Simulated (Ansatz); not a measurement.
BN in Ansatz, relaxation

Input:

```yaml
crystal:
  lattice:
    - [2.51486304, 0.0, 0.0]
    - [-1.25743152, 2.1779315, 0.0]
    - [0.0, 0.0, 6.70296164]
  atoms:
    - { symbol: B, position: [0.0, 0.0, 0.5] }
    - { symbol: B, position: [0.3333, 0.6667, 0.0] }
    - { symbol: "N", position: [0.0, 0.0, 0.0] }
    - { symbol: "N", position: [0.6667, 0.3333, 0.5] }
  symmetry: { tolerance: 0.0003 }
kpoints:
  mp_grid: { grid: [8, 8, 3], shift: [0, 0, 0] }
magnetization:
  noncollinear: true
  spin_orbit: true
scf:
  occupations: { method: fermi_dirac }
  lower_state_search: "off"
hamiltonian:
  pseudopotentials: { kind: paw_fr }
  xc: pbe
basis:
  ecutwfc: 420
  fft_grid_basis: typed
relax:
  max_steps: 60
  cell: { p_target: 0.0 }
output:
  forces: true
  stress: true
  eigenvalues: true
  bader: true
  populations: true
  elf: true
  write_potential: true
  volumetric_format: npy
  dos:
    e_range: [-12, 8]
    de: 0.05
    projected: { site_lists: { B: [B], "N": ["N"] } }
    method: { smearing: { sigma: 0.1, scheme: gaussian } }
checkpoint:
  read: saved_state
```

Launch command:

```bash
ansatz run input.yaml --threads 2 --pin off --max-ram 3584MiB --backend cpu --events-out ev --progress --plain --runs-dir out
```

Origin of the cell: a database entry, scaled a little.

The smearing width isn't typed, so it takes its default of 0.1 eV.

The saved state is a converged single point of the same cell.

Steps («new basis» is an SCF on plane waves selected anew at the same cell):

```csv
step,ΔF (meV/atom),max force component (eV/Å),P (GPa),volume (Å³),SCF iterations,step was
1,0.0,0.000,0.06,36.71,5,accepted
2,-2.7,0.000,-0.19,38.45,5,accepted
3,-2.5,0.000,-0.08,38.98,5,accepted
4,-2.5,0.000,-0.01,38.98,3,accepted
5,-6.7,0.000,0.55,38.98,7,new basis
6,-7.0,0.000,0.22,39.83,5,accepted
7,-6.6,0.000,-0.01,40.70,5,accepted
8,-9.0,0.000,0.32,40.70,7,new basis
9,-8.7,0.000,0.14,41.70,5,accepted
10,-8.2,0.000,-0.01,42.31,5,accepted
11,-10.3,0.000,0.10,42.31,6,new basis
12,-9.8,0.000,0.03,43.11,5,accepted
13,-9.6,0.000,0.00,43.37,5,accepted
14,-10.7,0.000,0.05,43.37,6,new basis
15,-10.2,0.000,0.00,44.01,5,accepted
16,-10.1,0.000,0.00,44.17,7,accepted
17,-11.0,0.000,0.03,44.17,5,new basis
18,-10.6,0.000,0.01,44.72,5,accepted
19,-10.5,0.000,0.00,44.82,7,accepted
20,-11.0,0.000,0.03,44.82,5,new basis
21,-10.7,0.000,0.00,45.25,5,accepted
22,-11.1,0.000,0.01,45.25,5,new basis
23,-10.8,0.000,0.00,45.61,5,accepted
24,-11.1,0.000,0.00,45.61,5,new basis
```

The starting structure.

Space group P-6m2 (No. 187); the run's cell has a = 2.515 Å, b = 2.515 Å, c = 6.703 Å, α = 90.00°, β = 90.00°, γ = 120.00°. Shortest distances: B–N 1.45 Å, N–N 2.51 Å, B–B 2.51 Å.

After:

Space group P-6m2 (No. 187); the run's cell has a = 2.512 Å, b = 2.512 Å, c = 8.346 Å, α = 90.00°, β = 90.00°, γ = 120.00°. Shortest distances: B–N 1.45 Å, B–B 2.51 Å, N–N 2.51 Å.

```xyz
4
Lattice="2.5122 0.0000 0.0000 -1.2561 2.1756 0.0000 0.0000 0.0000 8.3458" Properties=species:S:1:pos:R:3 pbc="T T T"
B     0.0000    0.0000    4.1729
B     0.0000    1.4504    0.0000
N     0.0000    0.0000    0.0000
N     1.2561    0.7252    4.1729
```

| Quantity | Value |
| --- | --- |
| Free energy lowered by | 11.1 meV/atom |
| Volume change | 24.24 % |
| Final pressure | 0.00 GPa |
| Relaxation steps listed | 24 |
| Formation energy (elements under the same functional, gases as molecules, uncorrected) | -1.251 eV/atom |

Caveats: no dispersion correction, so spacings can come out too large where layers or molecules are weakly bound; the relaxation held the start's symmetry, so the end may be a saddle point.

It ran for 2.6 min on 2 threads of Intel(R) Xeon(R) Platinum 8259CL CPU @ 2.50GHz (Skylake/Cascade Lake), with other jobs on the host, peak memory 0.51 GiB, from a saved density.
